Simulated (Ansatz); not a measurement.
# GaP: the cost of one run

Computed with Ansatz 0.2.0 (DFT PBE, scalar-relativistic, plane waves, PAW, unless a step's input says otherwise).

3 further runs of the same task are left out: 3 set aside as unsound or not needed.

## Step 1: The structure to begin with

The structure is cubic, space group F-43m (No. 216). Conventional cell: a = 5.506 Å, b = 5.506 Å, c = 5.506 Å, α = 90.00°, β = 90.00°, γ = 90.00°. Around Ga (site symmetry -43m) lie 4 P at 2.38 Å. P (site symmetry -43m) is surrounded by 4 Ga at 2.38 Å.

As a file:

```cif
data_structure
_symmetry_space_group_name_H-M 'P 1'
_symmetry_Int_Tables_number 1
_cell_length_a 3.8934
_cell_length_b 3.8934
_cell_length_c 3.8934
_cell_angle_alpha 60.000
_cell_angle_beta 60.000
_cell_angle_gamma 60.000
_cell_volume 41.73
loop_
_atom_site_label
_atom_site_type_symbol
_atom_site_fract_x
_atom_site_fract_y
_atom_site_fract_z
_atom_site_occupancy
Ga1 Ga 0.00000 0.00000 0.00000 1
P1 P 0.75000 0.75000 0.75000 1
```

It is the result of an earlier relaxation at this level (volume 20.87 Å³/atom; gap on the mesh: 1.58 eV).

## Step 2: The cell under 2 GPa

What is minimised here is the enthalpy; the energy can go up as the cell is squeezed.

File input.yaml:

```yaml
crystal:
  lattice:
    - [0.0, 2.7530369381, 2.7530369381]
    - [2.7530369381, 0.0, 2.7530369381]
    - [2.7530369381, 2.7530369381, 0.0]
  atoms:
    - { symbol: Ga, position: [0.0, 0.0, 0.0] }
    - { symbol: P, position: [0.75, 0.75, 0.75] }
basis:
  ecutwfc: 420
kpoints:
  mp_grid: { grid: [8, 8, 8] }
hamiltonian:
  xc: pbe
scf:
  occupations: { method: fixed }
output:
  forces: true
  stress: true
  eigenvalues: true
relax:
  adjacent_minimum: "off"
  f_tol: 0.001
  max_steps: 60
  cell: { stress_tol: 0.02, p_target: 2.0 }
```

On the command line:

```bash
$ ansatz run input.yaml --threads 1 --pin off --max-ram 3072MiB --backend cpu --events-out ev --progress --plain --runs-dir out
```

Q: Estimate wall time and peak memory on 1 thread of AMD EPYC 9R45 (Zen 5), shared host.

About 3.3 s, with a peak of 0.38 GiB.
